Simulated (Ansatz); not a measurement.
# SiGeO4: the cost of one run

Program: Ansatz 0.2.0. Level of theory: DFT PBE, scalar-relativistic, plane waves, PAW, unless a step names another level. These are calculated values, not measurements.

1 further run of the same task is left out (set aside as unsound or not needed).

**1. Starting point**

It takes space group Cmmm (No. 65, orthorhombic). Conventional cell: a = 6.129 Å, b = 6.203 Å, c = 2.798 Å, α = 90.00°, β = 90.00°, γ = 90.00°. Si (site symmetry mmm) is surrounded by 6 O at 1.81 to 1.82 Å. Around Ge (site symmetry mmm) lie 6 O at 1.87 to 1.96 Å. O (site symmetry m2m) is surrounded by 2 Si at 1.81 Å and 1 Ge at 1.96 Å. O (site symmetry 2mm) is surrounded by 1 Si at 1.82 Å and 2 Ge at 1.87 Å.

Coordinates:

```xyz
6
Lattice="3.0643 -3.1015 0.0000 3.0643 3.1015 0.0000 0.0000 0.0000 2.7985" Properties=species:S:1:pos:R:3 pbc="T T T"
Si    3.0643    0.0000    1.3992
Ge    0.0000    0.0000    0.0000
O     3.0643   -1.1455    0.0000
O     1.2427    0.0000    1.3992
O     3.0643    1.1455    0.0000
O     4.8859    0.0000    1.3992
```

The cell was relaxed beforehand at this level, from a generated guess; it needn't be the stable form of this composition. At a tolerance of 0.02 Å it has space group Cmmm (No. 65); it has 8.87 Å³/atom, an uncorrected energy of -2.06 eV/atom over the elements and, on its mesh, gap 2.72 eV.

**2. Seeking the band edges over the whole zone**

input.yaml reads:

```yaml
crystal:
  lattice:
    - [3.064273293, -3.101460976, 0.0]
    - [3.064273293, 3.101460976, 0.0]
    - [0.0, 0.0, 2.7984525287]
  atoms:
    - { symbol: Si, position: [0.5, 0.5, 0.5] }
    - { symbol: Ge, position: [0.0, 0.0, 0.0] }
    - { symbol: O, position: [0.6846658998, 0.3153341002, 0.0] }
    - { symbol: O, position: [0.2027643218, 0.2027643218, 0.5] }
    - { symbol: O, position: [0.3153341002, 0.6846658998, 0.0] }
    - { symbol: O, position: [0.7972356782, 0.7972356782, 0.5] }
basis:
  ecutwfc: 420
kpoints:
  mp_grid: { grid: [6, 6, 8] }
  band_path: { path: [VBM, CBM], npoints: 2 }
hamiltonian:
  xc: pbe
scf:
  occupations: { method: gaussian, width: 0.02 }
output:
  forces: false
  stress: false
  eigenvalues: true
checkpoint:
  read: start.run
  write: ck
  compress: false
  write_wavefunctions: false
  write_every: 100000
```

On the command line:

```bash
$ ansatz run input.yaml --threads 1 --pin off --max-ram 2560MiB --backend cpu --events-out ev --progress --plain --runs-dir out
```

Q: Estimate wall time and peak memory on 1 thread of Intel Xeon at 2.70GHz, shared host.

About 8.3 s, with a peak of 0.38 GiB.
